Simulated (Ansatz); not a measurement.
A TiSi₂ cell: a random packing after short dynamics, relaxed.

```yaml
crystal:
  lattice:
    - [6.72764, 0.45471, -0.29682]
    - [0.46127, 6.31912, -0.36180]
    - [-0.27744, -0.36310, 6.68584]
  atoms:
    - { symbol: Ti, position: [0.49030, 0.28930, 0.88309] }
    - { symbol: Ti, position: [0.50707, 0.76863, 0.78906] }
    - { symbol: Ti, position: [0.21290, 0.46749, 0.55597] }
    - { symbol: Ti, position: [0.76912, 0.84268, 0.36077] }
    - { symbol: Ti, position: [0.13889, 0.97097, 0.63732] }
    - { symbol: Ti, position: [0.13652, 0.70226, 0.07678] }
    - { symbol: Si, position: [0.27609, 0.02692, 0.01008] }
    - { symbol: Si, position: [0.62054, 0.45589, 0.55581] }
    - { symbol: Si, position: [0.39926, 0.74327, 0.38273] }
    - { symbol: Si, position: [0.89797, 0.69338, 0.71061] }
    - { symbol: Si, position: [0.06652, 0.11388, 0.29875] }
    - { symbol: Si, position: [0.32730, 0.35819, 0.21151] }
    - { symbol: Si, position: [0.45436, 0.09234, 0.51549] }
    - { symbol: Si, position: [0.77784, 0.94065, 0.00570] }
    - { symbol: Si, position: [0.77480, 0.53948, 0.04640] }
    - { symbol: Si, position: [0.78362, 0.10785, 0.69240] }
    - { symbol: Si, position: [0.07204, 0.33817, 0.85642] }
    - { symbol: Si, position: [0.71226, 0.26085, 0.25182] }
```

All numbers below come from DFT PBE, scalar-relativistic, plane waves, PAW in Ansatz.

Cutoff 420 eV; k points 5×5×5 on the computed 18-atom cell (Γ-centred); Gaussian smearing, width 0.10 eV; no spin polarisation.

Q: Describe its local order.

A: Counting as bonded all pairs within 1.2 times the summed covalent radii:

```tsv
atom → neighbour	mean count	mean length (Å)	spread (Å)
Si → Si	3.33	2.51	0.09
Si → Ti	4.00	2.69	0.16
Ti → Si	8.00	2.69	0.16
Ti → Ti	5.67	3.35	0.27
```

Angles between all pairs of such bonds at an atom (mean ± spread): 98 ± 32° at Si, 95 ± 35° at Ti.

Q: Does it have a gap?

A: It has no gap on the mesh. Levels at Γ next to the Fermi level (eV from it): -1.07, -0.62, -0.55, -0.41, -0.33, -0.18, 0.08, 0.16, 0.34, 0.46, 0.63, 0.77. It lies 0.21 eV/atom below the elements' standard states (static lattices, no corrections for gases).

The final mesh leaves forces up to 0.07 eV/Å and stresses up to 0.3 GPa: the relaxation ran on a coarser mesh, so the cell's shape, its bonds and its energy belong partly to that mesh.

Cost: 2 runs of about 13 core-minutes in all (earlier runs that led there not counted), on AMD EPYC (Zen 3) (shared hosts).